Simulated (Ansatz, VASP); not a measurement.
## GaN: VASP beside Ansatz

Contents of INCAR:

```
PREC = Accurate ; ENCUT = 600
EDIFF = 1E-6 ; ISMEAR = 0
SIGMA = 0.02 ; LREAL = False
LASPH = True ; NELM = 100
ALGO = Normal ; ISIF = 3
LWAVE = False ; LCHARG = False
GGA = CA ; IBRION = 2
NSW = 100 ; EDIFFG = -0.002
```

Contents of KPOINTS:

```
regular mesh
0
Gamma
  10 10 10
```

File POSCAR:

```
GaN
1.0
    0.0000000000      2.2500000000      2.2500000000
    2.2500000000      0.0000000000      2.2500000000
    2.2500000000      2.2500000000      0.0000000000
Ga N
1 1
Direct
    0.0000000000      0.0000000000      0.0000000000
    0.2500000000      0.2500000000      0.2500000000
```

Input for Ansatz:

```yaml
crystal:
  lattice:
    - [0.0, 2.25, 2.25]
    - [2.25, 0.0, 2.25]
    - [2.25, 2.25, 0.0]
  atoms:
    - { symbol: Ga, position: [0.0, 0.0, 0.0] }
    - { symbol: "N", position: [0.25, 0.25, 0.25] }
basis:
  ecutwfc: 420
kpoints:
  mp_grid: { grid: [10, 10, 10] }
hamiltonian:
  xc: lda
  pseudopotentials: { kind: paw, azcp: { folder: soft_1 } }
scf:
  occupations: { method: gaussian, width: 0.02 }
output:
  forces: true
  stress: true
  eigenvalues: true
  write_density: true
  write_potential: true
  elf: true
  volumetric_format: npy
relax:
  adjacent_minimum: "off"
  f_tol: 0.002
  max_steps: 80
  cell: { stress_tol: 0.02 }
```

The cell was built by a generator and needn't be a form met in nature.

Alike in both runs: task relaxation of cell and atoms; functional LDA; k mesh 10 × 10 × 10; occupations gaussian, width 0.02 eV; no spin polarisation.

```csv
,VASP,Ansatz
version,VASP 6.6.1,Ansatz 0.2.0
potentials or method,"VASP PAW LDA potentials, release 64 (Ga_d, N)","scalar-relativistic, plane waves, PAW"
plane-wave cutoff (eV),600,420
valence electrons in the cell,18,18
```

|  | VASP | Ansatz | Ansatz less VASP |
| --- | --- | --- | --- |
| gap on the k mesh at the Fermi level, each at its own relaxed structure (eV) | 1.94 | 1.96 | +0.020 |
| relaxed volume (Å³/atom) | 11.11 | 11.05 | -0.054 |
| relaxed cell length with the largest relative difference (Å) | 3.155 | 3.150 | -0.0052 |
| energy change over the relaxation (meV/atom) | -4 | -6 | -1.9 |

Ansatz warned: «pseudo_functional_mismatch».

LDA gaps usually lie below the measured ones, often by a third to a half.
